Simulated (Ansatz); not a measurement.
# Beta-Sn (white tin) under LDA: how the plane-wave cutoff moves the result

How high must the plane-wave cutoff be for energy and pressure to settle? The geometry was relaxed under LDA beforehand and stays fixed; 9 values are run, from 150 to 800 eV. Wanted are the values from which on the energy stays within 10 and 1 meV/atom, and the pressure within 0.5 GPa, of the last run. Within the series other settings stay, but some runs also write fields, which adds to their time. Spin polarisation is left out.

Method: DFT LDA, plane waves with PAW, scalar-relativistic, in Ansatz 0.2.0.

## Step 1: The system as given

The structure is tetragonal, space group I4_1/amd (No. 141). The conventional cell has a = 5.799 Å, b = 5.799 Å, c = 3.116 Å, α = 90.00°, β = 90.00°, γ = 90.00°. Around Sn (site symmetry -4m2) lie 6 Sn at 3.00 to 3.12 Å.

Coordinates:

```
Sn
1.0
    -2.89942    2.90080    1.55817
     2.90080   -2.89942    1.55817
     2.89858    2.89858   -1.55564
Sn
2
Direct
  0.00002 0.99998 0.00000
  0.74998 0.25002 0.50000
```

## Step 2: The usual settings first

File input.yaml:

```yaml
crystal:
  lattice:
    - [-2.8994216605, 2.9008009606, 1.5581694818]
    - [2.9008009606, -2.8994216605, 1.5581694818]
    - [2.8985835788, 2.8985835788, -1.5556411493]
  atoms:
    - { symbol: Sn, position: [1.64062e-05, 0.9999835938, 0.0] }
    - { symbol: Sn, position: [0.7499835938, 0.2500164062, 0.5] }
hamiltonian:
  xc: lda
  pseudopotentials:
    kind: paw
    azcp:
      Sn: "pseudopotentials/Sn.paw.azcp"
basis:
  ecutwfc: 420
  fft_grid_basis: typed
kpoints:
  mp_grid: { grid: [19, 19, 13], shift: [0, 0, 0] }
magnetization:
  spin_polarized: false
scf:
  occupations: { method: fermi_dirac, width: 0.1 }
  lower_state_search: "off"
output:
  stress: true
```

Launch:

```
$ ansatz run input.yaml --threads 2 --pin off --max-ram 5120MiB --backend cpu --events-out ev --progress --plain --runs-dir out
```

The program printed:

```text
Warning: <dir> the record states the generating functional pbe (its physics header spells it `PBE`), which answers neither for hamiltonian.xc's functional nor for the lda family's — results may be inconsistent (PPs are generated against a specific XC)
Warning: RAYON_NUM_THREADS=2 ignored (pool sized by the plan → 2); use --threads N
Engine: ansatz 0.2.0, x86_64-unknown-linux-gnu
Pseudopotentials: kind: paw
Pseudopotential: Sn, paw, valence charge 14, recommended cutoff 420 eV (normal), <dir>
Functional definition: SPW92
  exchange = slater_x
  correlation = pw_c
Crystal: 2 atoms, lattice volume = 52.406 Å³
Basis set: ecut = 420 eV, 1033 PW (Γ)
Bands: 18, of which v1, the nominal top of the filled ones, is band 14 counted from 1 (13 counted from 0)
Symmetry: 4 space group operations
Space group: C2/c (ITA 15), of the structure as read, at distance tolerance 3.7e-5 Å
k-points: 1240 of 4693
Non-local potential: Sn, projectors of the file, l = 0: 2, l = 1: 2, l = 2: 2, l = 3: 2
PAW form: soft (Blöchl's): semilocal exchange-correlation on the pseudo side does not see the compensation charge
PAW frozen core: Sn, regenerated for the run's functional, and the local potential with it (the file was generated under x = pbe(κ = 0.804, μ = 0.2195149727645171), c = pbe(β = 0.06672455060314922))
PAW one-centre angular grid: Sn, 590 points (default); XC on 64 Gauss nodes
Initial density: superposition of atomic densities (neutral atoms: chi_scale 0, normalization atom), corrected by the library's trained network
Initial wavefunctions: pseudopotential atomic-orbital guess
Functional: x = slater, c = lda
SCF iter   1: F=—  HF=-11759.090937 eV  |F-HF|=—  |Δ(HF+E_count)|=         —  Δρ=6.76e-3  dr2=1.06e-2  ethr=1.77e-3  ⟨swp⟩=5.5  Hψ=111368  notcnv=0
preconditioner: auto → Kerker (q_TF=auto, 2.458 Å⁻¹)  [metal: Δε(μ)=0.001 eV  Ē_g=20.260 eV  σ=0.100 eV  W_gap=0.00  n_scr=16 (ndim 8)  ℏωp=27.1 eV  f_vac=0.000  D(μ)=0.87/eV (n_scr^D=4)]
SCF iter   2: F=—  HF=-11759.084921 eV  |F-HF|=—  |Δ(HF+E_count)|=   6.02e-3  Δρ=3.58e-3  dr2=3.08e-3  ethr=3.78e-5  ⟨swp⟩=1.5  Hψ=34290  notcnv=0
SCF iter   3: F=—  HF=-11759.083853 eV  |F-HF|=—  |Δ(HF+E_count)|=   1.07e-3  Δρ=4.78e-4  dr2=1.73e-4  ethr=1.10e-5  ⟨swp⟩=2.0  Hψ=34720  notcnv=0
SCF iter   4: F=—  HF=-11759.083810 eV  |F-HF|=—  |Δ(HF+E_count)|=   4.31e-5  Δρ=3.98e-4  dr2=4.07e-5  ethr=6.19e-7  ⟨swp⟩=2.0  Hψ=39753  notcnv=0
SCF iter   5: F=—  HF=-11759.083779 eV  |F-HF|=—  |Δ(HF+E_count)|=   3.06e-5  Δρ=6.86e-5  dr2=3.44e-6  ethr=1.45e-7  ⟨swp⟩=2.0  Hψ=39661  notcnv=0
SCF iter   6: F=—  HF=-11759.083778 eV  |F-HF|=—  |Δ(HF+E_count)|=   8.14e-7  Δρ=4.89e-5  dr2=1.22e-6  ethr=1.23e-8  ⟨swp⟩=1.0  Hψ=22320  notcnv=0
SCF iter   7: F=-11759.083778 eV  HF=-11759.083778 eV  |F-HF|=2.36e-8  |Δ(HF+E_count)|=   6.53e-7  Δρ=7.16e-6  dr2=2.13e-8  ethr=3.57e-10  ⟨swp⟩=3.5  Hψ=99318  notcnv=0
SCF 1 converged in 7 iterations: F = -11759.083778 eV  dr2 = 2.13e-8
SCF converged after 7 iterations
Free energy (F): -11759.083778 eV
Harris-Foulkes:  -11759.083778 eV  (|F-HF|=2.36e-8)
Internal energy: -11759.054526 eV  (E = F + TS)
E sigma→0 (E₀):  -11759.069152 eV
Entropy (-TS):   -0.029251 eV (-14.626 meV/atom)
Fermi energy:    10.914716 eV
--- Per-component energies (eV) ---
  E_band       = -157.901776
  E_kinetic    = 376.960424
  E_local      = -1662.526094  (includes V_loc(G=0)·N_el)
  E_nonlocal   = -56.020245
  E_hartree    = 1045.813902
  E_xc         = -758.985061
  E_vxc        = -198.394364  (∫ρ·V_xc dr)
  E_paw        = -7989.265355  (= ΣΔE_a)
  E_vpaw       = -709.540101  (= ΣTr[D̂ρ^β])
  E_aug_tail   = -0.000001  (compensation charges beyond the density's cutoff)
  E_ewald      = -2715.881892
  E_core_change = 0.849796  (= ΣΔE_core)
  E_smearing   = -0.029251  (= −TS)
  E_closure    = -0.000000  (closes the sum)
  Σ components = -11759.083778   (vs F -11759.083778, Δ=0.00e0)
--- Stress (GPa, compression-positive) ---
       -0.132074       0.028431      -0.019651
        0.028431      -0.132074      -0.019651
       -0.019651      -0.019651       0.149403
  P = ⅓ Tr σ = -0.0382 GPa (-0.382 kbar)
```

It took 17 s on 2 threads of Intel Xeon 6975P-C (Granite Rapids), shared host; peak memory 1.1 GiB.

## Step 3: Run at 150 eV

The run at 150 eV.

Changes to input.yaml since step 2:

```diff
@@ -15,6 +15,6 @@
 basis:
-  ecutwfc: 420
+  ecutwfc: 150
   fft_grid_basis: typed
 kpoints:
-  mp_grid: { grid: [19, 19, 13], shift: [0, 0, 0] }
+  mp_grid: { grid: [11, 11, 8], shift: [0, 0, 0] }
 magnetization:
@@ -26 +26,5 @@
   stress: true
+  write_density: true
+  write_potential: true
+  elf: true
+  volumetric_format: npy
```

Launch:

```
$ ansatz run input.yaml --threads 2 --pin off --max-ram 5120MiB --backend cpu --events-out ev --progress --plain --runs-dir out
```

The program printed:

```text
Warning: basis.ecutwfc = 150 eV is below the records' recommended 420 eV, and the density's cutoff is lower with it unless basis.ecutrho_ratio is high enough to keep the records' density cutoff: compare with a run at a higher cutoff
Warning: <dir> the record states the generating functional pbe (its physics header spells it `PBE`), which answers neither for hamiltonian.xc's functional nor for the lda family's — results may be inconsistent (PPs are generated against a specific XC)
Warning: RAYON_NUM_THREADS=2 ignored (pool sized by the plan → 2); use --threads N
[... 6 set-up lines as earlier in the session ...]
Crystal: 2 atoms, lattice volume = 52.406 Å³
Basis set: ecut = 150 eV, 219 PW (Γ)
Bands: 18, of which v1, the nominal top of the filled ones, is band 14 counted from 1 (13 counted from 0)
[... 2 set-up lines as earlier in the session ...]
k-points: 270 of 968
[... 7 set-up lines as earlier in the session ...]
SCF iter   1: F=—  HF=-11693.108900 eV  |F-HF|=—  |Δ(HF+E_count)|=         —  Δρ=2.43e-1  dr2=1.71e1  ethr=1.77e-3  ⟨swp⟩=3.9  Hψ=19856  notcnv=0
preconditioner: auto → Kerker (q_TF=auto, 2.458 Å⁻¹)  [metal: Δε(μ)=0.006 eV  Ē_g=18.770 eV  σ=0.100 eV  W_gap=0.02  n_scr=16 (ndim 8)  ℏωp=27.1 eV  f_vac=0.000  D(μ)=0.81/eV (n_scr^D=4)]
SCF iter   2: F=—  HF=-11682.033443 eV  |F-HF|=—  |Δ(HF+E_count)|=    1.11e1  Δρ=1.13e-1  dr2=3.48e0  ethr=1.77e-3  ⟨swp⟩=3.0  Hψ=12840  notcnv=0
SCF iter   3: F=—  HF=-11679.624239 eV  |F-HF|=—  |Δ(HF+E_count)|=    2.41e0  Δρ=1.09e-2  dr2=2.76e-2  ethr=1.77e-3  ⟨swp⟩=3.0  Hψ=10774  notcnv=0
SCF iter   4: F=—  HF=-11679.612432 eV  |F-HF|=—  |Δ(HF+E_count)|=   1.18e-2  Δρ=1.43e-3  dr2=4.21e-4  ethr=9.85e-5  ⟨swp⟩=2.1  Hψ=9610  notcnv=0
SCF iter   5: F=—  HF=-11679.612401 eV  |F-HF|=—  |Δ(HF+E_count)|=   3.11e-5  Δρ=2.11e-4  dr2=1.65e-5  ethr=1.50e-6  ⟨swp⟩=2.9  Hψ=9929  notcnv=0
SCF iter   6: F=—  HF=-11679.612397 eV  |F-HF|=—  |Δ(HF+E_count)|=   4.01e-6  Δρ=4.69e-5  dr2=2.12e-6  ethr=5.89e-8  ⟨swp⟩=1.0  Hψ=4862  notcnv=0
SCF iter   7: F=-11679.612396 eV  HF=-11679.612396 eV  |F-HF|=1.64e-9  |Δ(HF+E_count)|=   8.72e-7  Δρ=4.59e-6  dr2=1.05e-8  ethr=3.57e-10  ⟨swp⟩=5.3  Hψ=27968  notcnv=0
SCF 1 converged in 7 iterations: F = -11679.612396 eV  dr2 = 1.05e-8
SCF converged after 7 iterations
Free energy (F): -11679.612396 eV
Harris-Foulkes:  -11679.612396 eV  (|F-HF|=1.64e-9)
Internal energy: -11679.581459 eV  (E = F + TS)
E sigma→0 (E₀):  -11679.596928 eV
Entropy (-TS):   -0.030937 eV (-15.468 meV/atom)
Fermi energy:    10.930263 eV
--- Per-component energies (eV) ---
  E_band       = -219.969800
  E_kinetic    = 534.197731
  E_local      = -1593.844622  (includes V_loc(G=0)·N_el)
  E_nonlocal   = -115.909565
  E_hartree    = 926.051417
  E_xc         = -794.492173
  E_vxc        = -240.209684  (∫ρ·V_xc dr)
  E_paw        = -7920.552068  (= ΣΔE_a)
  E_vpaw       = -656.306533  (= ΣTr[D̂ρ^β])
  E_aug_tail   = -0.000083  (compensation charges beyond the density's cutoff)
  E_ewald      = -2715.881892
  E_core_change = 0.849796  (= ΣΔE_core)
  E_smearing   = -0.030937  (= −TS)
  E_closure    = -0.000000  (closes the sum)
  Σ components = -11679.612396   (vs F -11679.612396, Δ=0.00e0)
--- Stress (GPa, compression-positive) ---
        1.642858       0.582945       0.105496
        0.582945       1.642858       0.105496
        0.105496       0.105496       6.889949
  P = ⅓ Tr σ = 3.3919 GPa (33.919 kbar)
--- Band table (eV; the first three rows and the last of 270) ---
  k-point 0: bands = ["-15.3820", "-14.1883", "-14.0610", "-14.0586", "-13.4271", "-12.9873", "-12.7399", "-12.1238", "-12.0335", "-12.0298", "-0.9754", "5.9663", "9.1297", "9.1335", "14.6116", "17.1098", "17.1112", "18.2307"]
  k-point 1: bands = ["-14.7984", "-14.7514", "-14.4799", "-14.1714", "-14.0155", "-13.9843", "-13.6232", "-13.5295", "-12.8609", "-12.1271", "-0.8281", "5.1576", "9.1611", "9.5154", "14.9927", "16.2891", "16.4463", "18.0868"]
  k-point 2: bands = ["-14.3910", "-14.3601", "-14.3518", "-14.1249", "-13.8281", "-13.8243", "-13.1839", "-12.9957", "-12.4937", "-12.4553", "-0.3971", "3.8230", "9.7388", "10.3488", "14.6674", "14.9871", "16.7110", "17.8070"]
  k-point 269: bands = ["-14.1899", "-14.1899", "-14.1104", "-14.1104", "-13.0245", "-13.0245", "-12.8151", "-12.8151", "-12.2536", "-12.2536", "2.3178", "2.3178", "6.2822", "6.2822", "16.3652", "16.3652", "20.3474", "20.3474"]
```

Run time: 2.2 s. Hardware: 2 threads of Intel Xeon 6975P-C (Granite Rapids), shared host; peak memory 0.37 GiB.

## Step 4: Run at 200 eV

The run at 200 eV.

Changes to input.yaml since step 3:

```diff
@@ -15,3 +15,3 @@
 basis:
-  ecutwfc: 150
+  ecutwfc: 200
   fft_grid_basis: typed
@@ -26,5 +26 @@
   stress: true
-  write_density: true
-  write_potential: true
-  elf: true
-  volumetric_format: npy
```

Launch:

```
$ ansatz run input.yaml --threads 2 --pin off --max-ram 5120MiB --backend cpu --events-out ev --progress --plain --runs-dir out
```

The program printed:

```text
Warning: basis.ecutwfc = 200 eV is below the records' recommended 420 eV, and the density's cutoff is lower with it unless basis.ecutrho_ratio is high enough to keep the records' density cutoff: compare with a run at a higher cutoff
Warning: <dir> the record states the generating functional pbe (its physics header spells it `PBE`), which answers neither for hamiltonian.xc's functional nor for the lda family's — results may be inconsistent (PPs are generated against a specific XC)
Warning: RAYON_NUM_THREADS=2 ignored (pool sized by the plan → 2); use --threads N
[... 6 set-up lines as earlier in the session ...]
Crystal: 2 atoms, lattice volume = 52.406 Å³
Basis set: ecut = 200 eV, 343 PW (Γ)
Bands: 18, of which v1, the nominal top of the filled ones, is band 14 counted from 1 (13 counted from 0)
[... 2 set-up lines as earlier in the session ...]
k-points: 270 of 968
[... 7 set-up lines as earlier in the session ...]
SCF iter   1: F=—  HF=-11749.786283 eV  |F-HF|=—  |Δ(HF+E_count)|=         —  Δρ=5.90e-2  dr2=8.28e-1  ethr=1.77e-3  ⟨swp⟩=4.8  Hψ=20459  notcnv=0
preconditioner: auto → Kerker (q_TF=auto, 2.458 Å⁻¹)  [metal: Δε(μ)=0.014 eV  Ē_g=20.136 eV  σ=0.100 eV  W_gap=0.04  n_scr=16 (ndim 8)  ℏωp=27.1 eV  f_vac=0.000  D(μ)=0.81/eV (n_scr^D=4)]
SCF iter   2: F=—  HF=-11749.137914 eV  |F-HF|=—  |Δ(HF+E_count)|=   6.48e-1  Δρ=2.40e-2  dr2=1.16e-1  ethr=1.77e-3  ⟨swp⟩=2.0  Hψ=11880  notcnv=0
SCF iter   3: F=—  HF=-11749.059332 eV  |F-HF|=—  |Δ(HF+E_count)|=   7.86e-2  Δρ=3.48e-3  dr2=2.87e-3  ethr=4.14e-4  ⟨swp⟩=2.0  Hψ=9720  notcnv=0
SCF iter   4: F=—  HF=-11749.059066 eV  |F-HF|=—  |Δ(HF+E_count)|=   2.66e-4  Δρ=4.19e-4  dr2=1.11e-4  ethr=1.03e-5  ⟨swp⟩=2.0  Hψ=5713  notcnv=0
SCF iter   5: F=—  HF=-11749.059003 eV  |F-HF|=—  |Δ(HF+E_count)|=   6.28e-5  Δρ=7.68e-5  dr2=4.55e-6  ethr=3.96e-7  ⟨swp⟩=2.1  Hψ=8561  notcnv=0
SCF iter   6: F=—  HF=-11749.059000 eV  |F-HF|=—  |Δ(HF+E_count)|=   3.07e-6  Δρ=2.26e-5  dr2=2.67e-7  ethr=1.63e-8  ⟨swp⟩=2.9  Hψ=8788  notcnv=0
SCF iter   7: F=-11749.059000 eV  HF=-11749.059000 eV  |F-HF|=6.18e-11  |Δ(HF+E_count)|=   4.82e-8  Δρ=5.00e-6  dr2=1.41e-8  ethr=3.57e-10  ⟨swp⟩=3.8  Hψ=14095  notcnv=0
SCF 1 converged in 7 iterations: F = -11749.059000 eV  dr2 = 1.41e-8
SCF converged after 7 iterations
Free energy (F): -11749.059000 eV
Harris-Foulkes:  -11749.059000 eV  (|F-HF|=6.18e-11)
Internal energy: -11749.031166 eV  (E = F + TS)
E sigma→0 (E₀):  -11749.045083 eV
Entropy (-TS):   -0.027835 eV (-13.917 meV/atom)
Fermi energy:    10.969869 eV
--- Per-component energies (eV) ---
  E_band       = -175.763244
  E_kinetic    = 416.812669
  E_local      = -1656.115179  (includes V_loc(G=0)·N_el)
  E_nonlocal   = -76.187142
  E_hartree    = 1027.211639
  E_xc         = -766.944505
  E_vxc        = -207.429331  (∫ρ·V_xc dr)
  E_paw        = -7978.776634  (= ΣΔE_a)
  E_vpaw       = -707.264776  (= ΣTr[D̂ρ^β])
  E_aug_tail   = 0.000083  (compensation charges beyond the density's cutoff)
  E_ewald      = -2715.881892
  E_core_change = 0.849796  (= ΣΔE_core)
  E_smearing   = -0.027835  (= −TS)
  E_closure    = 0.000000  (closes the sum)
  Σ components = -11749.059000   (vs F -11749.059000, Δ=0.00e0)
--- Stress (GPa, compression-positive) ---
        0.775484      -0.056462      -0.050356
       -0.056462       0.775484      -0.050356
       -0.050356      -0.050356       2.546841
  P = ⅓ Tr σ = 1.3659 GPa (13.659 kbar)
```

It took 1.9 s on 2 threads of Intel Xeon 6975P-C (Granite Rapids), shared host; peak memory 0.4 GiB.

## Step 5: Run at 250 eV

The run at 250 eV.

Changes to input.yaml since step 4:

```diff
@@ -15,3 +15,3 @@
 basis:
-  ecutwfc: 200
+  ecutwfc: 250
   fft_grid_basis: typed
```

Launch:

```
$ ansatz run input.yaml --threads 2 --pin off --max-ram 5120MiB --backend cpu --events-out ev --progress --plain --runs-dir out
```

The program printed:

```text
Warning: basis.ecutwfc = 250 eV is below the records' recommended 420 eV, and the density's cutoff is lower with it unless basis.ecutrho_ratio is high enough to keep the records' density cutoff: compare with a run at a higher cutoff
Warning: <dir> the record states the generating functional pbe (its physics header spells it `PBE`), which answers neither for hamiltonian.xc's functional nor for the lda family's — results may be inconsistent (PPs are generated against a specific XC)
Warning: RAYON_NUM_THREADS=2 ignored (pool sized by the plan → 2); use --threads N
[... 6 set-up lines as earlier in the session ...]
Crystal: 2 atoms, lattice volume = 52.406 Å³
Basis set: ecut = 250 eV, 453 PW (Γ)
Bands: 18, of which v1, the nominal top of the filled ones, is band 14 counted from 1 (13 counted from 0)
[... 2 set-up lines as earlier in the session ...]
k-points: 270 of 968
[... 7 set-up lines as earlier in the session ...]
SCF iter   1: F=—  HF=-11758.121856 eV  |F-HF|=—  |Δ(HF+E_count)|=         —  Δρ=1.70e-2  dr2=6.07e-2  ethr=1.77e-3  ⟨swp⟩=5.6  Hψ=23022  notcnv=0
preconditioner: auto → Kerker (q_TF=auto, 2.458 Å⁻¹)  [metal: Δε(μ)=0.023 eV  Ē_g=20.280 eV  σ=0.100 eV  W_gap=0.06  n_scr=16 (ndim 8)  ℏωp=27.1 eV  f_vac=0.000  D(μ)=0.81/eV (n_scr^D=4)]
SCF iter   2: F=—  HF=-11758.078438 eV  |F-HF|=—  |Δ(HF+E_count)|=   4.34e-2  Δρ=7.01e-3  dr2=9.21e-3  ethr=2.17e-4  ⟨swp⟩=2.1  Hψ=11470  notcnv=0
SCF iter   3: F=—  HF=-11758.073430 eV  |F-HF|=—  |Δ(HF+E_count)|=   5.01e-3  Δρ=1.37e-3  dr2=7.15e-4  ethr=3.29e-5  ⟨swp⟩=2.0  Hψ=7588  notcnv=0
SCF iter   4: F=—  HF=-11758.073157 eV  |F-HF|=—  |Δ(HF+E_count)|=   2.74e-4  Δρ=1.72e-4  dr2=2.43e-5  ethr=2.55e-6  ⟨swp⟩=2.0  Hψ=5824  notcnv=0
SCF iter   5: F=—  HF=-11758.073144 eV  |F-HF|=—  |Δ(HF+E_count)|=   1.29e-5  Δρ=3.01e-5  dr2=6.03e-7  ethr=8.67e-8  ⟨swp⟩=2.9  Hψ=8812  notcnv=0
SCF iter   6: F=-11758.073144 eV  HF=-11758.073144 eV  |F-HF|=3.77e-9  |Δ(HF+E_count)|=   4.84e-8  Δρ=1.07e-5  dr2=6.38e-8  ethr=3.57e-10  ⟨swp⟩=4.4  Hψ=16379  notcnv=0
SCF 1 converged in 6 iterations: F = -11758.073144 eV  dr2 = 6.38e-8
SCF converged after 6 iterations
Free energy (F): -11758.073144 eV
Harris-Foulkes:  -11758.073144 eV  (|F-HF|=3.77e-9)
Internal energy: -11758.045569 eV  (E = F + TS)
E sigma→0 (E₀):  -11758.059357 eV
Entropy (-TS):   -0.027575 eV (-13.787 meV/atom)
Fermi energy:    10.916431 eV
--- Per-component energies (eV) ---
  E_band       = -161.460102
  E_kinetic    = 385.046890
  E_local      = -1662.566050  (includes V_loc(G=0)·N_el)
  E_nonlocal   = -60.630657
  E_hartree    = 1043.459737
  E_xc         = -760.557972
  E_vxc        = -200.132855  (∫ρ·V_xc dr)
  E_paw        = -7987.765426  (= ΣΔE_a)
  E_vpaw       = -710.097797  (= ΣTr[D̂ρ^β])
  E_aug_tail   = 0.000004  (compensation charges beyond the density's cutoff)
  E_ewald      = -2715.881892
  E_core_change = 0.849796  (= ΣΔE_core)
  E_smearing   = -0.027575  (= −TS)
  E_closure    = -0.000000  (closes the sum)
  Σ components = -11758.073144   (vs F -11758.073144, Δ=0.00e0)
--- Stress (GPa, compression-positive) ---
        0.773087       0.000304       0.009558
        0.000304       0.773087       0.009558
        0.009558       0.009558       0.768389
  P = ⅓ Tr σ = 0.7715 GPa (7.715 kbar)
```

Wall time 2.3 s (2 threads of Intel Xeon 6975P-C (Granite Rapids), shared host); peak memory 0.43 GiB.

## Step 6: Run at 300 eV

The run at 300 eV.

Changes to input.yaml since step 5:

```diff
@@ -15,3 +15,3 @@
 basis:
-  ecutwfc: 250
+  ecutwfc: 300
   fft_grid_basis: typed
```

Launch:

```
$ ansatz run input.yaml --threads 2 --pin off --max-ram 5120MiB --backend cpu --events-out ev --progress --plain --runs-dir out
```

The program printed:

```text
Warning: basis.ecutwfc = 300 eV is below the records' recommended 420 eV, and the density's cutoff is lower with it unless basis.ecutrho_ratio is high enough to keep the records' density cutoff: compare with a run at a higher cutoff
Warning: <dir> the record states the generating functional pbe (its physics header spells it `PBE`), which answers neither for hamiltonian.xc's functional nor for the lda family's — results may be inconsistent (PPs are generated against a specific XC)
Warning: RAYON_NUM_THREADS=2 ignored (pool sized by the plan → 2); use --threads N
[... 6 set-up lines as earlier in the session ...]
Crystal: 2 atoms, lattice volume = 52.406 Å³
Basis set: ecut = 300 eV, 617 PW (Γ)
Bands: 18, of which v1, the nominal top of the filled ones, is band 14 counted from 1 (13 counted from 0)
[... 2 set-up lines as earlier in the session ...]
k-points: 270 of 968
[... 7 set-up lines as earlier in the session ...]
SCF iter   1: F=—  HF=-11759.032182 eV  |F-HF|=—  |Δ(HF+E_count)|=         —  Δρ=8.02e-3  dr2=1.42e-2  ethr=1.77e-3  ⟨swp⟩=5.7  Hψ=23051  notcnv=0
preconditioner: auto → Kerker (q_TF=auto, 2.458 Å⁻¹)  [metal: Δε(μ)=0.019 eV  Ē_g=20.268 eV  σ=0.100 eV  W_gap=0.05  n_scr=16 (ndim 8)  ℏωp=27.1 eV  f_vac=0.000  D(μ)=0.82/eV (n_scr^D=4)]
SCF iter   2: F=—  HF=-11759.023538 eV  |F-HF|=—  |Δ(HF+E_count)|=   8.64e-3  Δρ=4.06e-3  dr2=3.74e-3  ethr=5.08e-5  ⟨swp⟩=2.2  Hψ=9930  notcnv=0
SCF iter   3: F=—  HF=-11759.022020 eV  |F-HF|=—  |Δ(HF+E_count)|=   1.52e-3  Δρ=5.43e-4  dr2=2.29e-4  ethr=1.33e-5  ⟨swp⟩=2.0  Hψ=7560  notcnv=0
SCF iter   4: F=—  HF=-11759.021945 eV  |F-HF|=—  |Δ(HF+E_count)|=   7.48e-5  Δρ=3.41e-4  dr2=3.06e-5  ethr=8.19e-7  ⟨swp⟩=2.0  Hψ=8651  notcnv=0
SCF iter   5: F=—  HF=-11759.021923 eV  |F-HF|=—  |Δ(HF+E_count)|=   2.22e-5  Δρ=1.08e-4  dr2=5.30e-6  ethr=1.09e-7  ⟨swp⟩=2.0  Hψ=8648  notcnv=0
SCF iter   6: F=—  HF=-11759.021920 eV  |F-HF|=—  |Δ(HF+E_count)|=   2.71e-6  Δρ=3.35e-5  dr2=5.43e-7  ethr=1.89e-8  ⟨swp⟩=2.0  Hψ=7572  notcnv=0
SCF iter   7: F=-11759.021920 eV  HF=-11759.021920 eV  |F-HF|=6.40e-10  |Δ(HF+E_count)|=   2.69e-7  Δρ=2.57e-6  dr2=2.62e-9  ethr=3.57e-10  ⟨swp⟩=5.0  Hψ=18239  notcnv=0
SCF 1 converged in 7 iterations: F = -11759.021920 eV  dr2 = 2.62e-9
SCF converged after 7 iterations
Free energy (F): -11759.021920 eV
Harris-Foulkes:  -11759.021920 eV  (|F-HF|=6.40e-10)
Internal energy: -11758.994303 eV  (E = F + TS)
E sigma→0 (E₀):  -11759.008112 eV
Entropy (-TS):   -0.027616 eV (-13.808 meV/atom)
Fermi energy:    10.898283 eV
--- Per-component energies (eV) ---
  E_band       = -158.323987
  E_kinetic    = 378.017459
  E_local      = -1662.662753  (includes V_loc(G=0)·N_el)
  E_nonlocal   = -56.650551
  E_hartree    = 1045.599454
  E_xc         = -759.204869
  E_vxc        = -198.634212  (∫ρ·V_xc dr)
  E_paw        = -7989.060948  (= ΣΔE_a)
  E_vpaw       = -709.590912  (= ΣTr[D̂ρ^β])
  E_aug_tail   = 0.000000  (compensation charges beyond the density's cutoff)
  E_ewald      = -2715.881892
  E_core_change = 0.849796  (= ΣΔE_core)
  E_smearing   = -0.027616  (= −TS)
  E_closure    = 0.000000  (closes the sum)
  Σ components = -11759.021920   (vs F -11759.021920, Δ=0.00e0)
--- Stress (GPa, compression-positive) ---
        0.171521       0.005026       0.003202
        0.005026       0.171521       0.003202
        0.003202       0.003202       0.029052
  P = ⅓ Tr σ = 0.1240 GPa (1.240 kbar)
```

It took 2.6 s on 2 threads of Intel Xeon 6975P-C (Granite Rapids), shared host; peak memory 0.45 GiB.

(Part 1 of 2 ends here.)
